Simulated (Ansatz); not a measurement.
Reactions of CH$_{3}$F$_{3}$Sn, SMILES `F[C](F)(F)[SnH3]`.

Gas-phase electronic energies from Ansatz, PBE0-D4/def2-TZVP geometries. CCSD(T)/CBS is the MP2 limit (def2-TZVPP, def2-QZVPP) plus CCSD(T) − MP2 in def2-TZVPP, frozen cores. This one scheme is used for every species. Double bonds are as drawn, so ΔE can hold a change between cis and trans. def2 core potentials past Kr. For Sn outer-core shells are correlated without core-valence functions, which leaves a few kJ/mol of doubt a bond. Each species was taken in one conformer, which may not be the lowest.

(1) Order these by ΔE at CCSD(T)/CBS, lowest first. (An estimate is asked.)
A. `F[C](F)(F)[SnH3]` + CH₃NH₂ → `C[NH][SnH3]` + `FC(F)F`
B. `F[C](F)(F)[SnH3]` + `OB(O)S` → `OB(O)SC(F)(F)F` + `[SnH4]`
C. `F[C](F)(F)[SnH3]` + `C=CCC=C` → `C=C[CH2][SnH3]` + `C=CC(F)(F)F`
D. `F[C](F)(F)[SnH3]` + `[SiH3][SiH3]` → `[SiH3][SiH2][SnH3]` + `FC(F)F`
E. `F[C](F)(F)[SnH3]` + `OCF` → `FC[O][SnH3]` + `FC(F)F`
F. `F[C](F)(F)[SnH3]` + `FCCCS` → `SC[CH2][SnH3]` + `FCC(F)(F)F`
G. `F[C](F)(F)[SnH3]` + `[SiH3]/N=C\S` → `[SiH3]/N=[CH]\[SnH3]` + `FC(F)(F)S`

Largest T1 diagnostic: 0.015, for `[SiH3]/N=C\S`.

## Answers

(1) D (-0.86 eV), E (-0.74 eV), C (-0.45 eV), A (-0.37 eV), F (-0.23 eV), B (+0.17 eV), G (+0.32 eV).
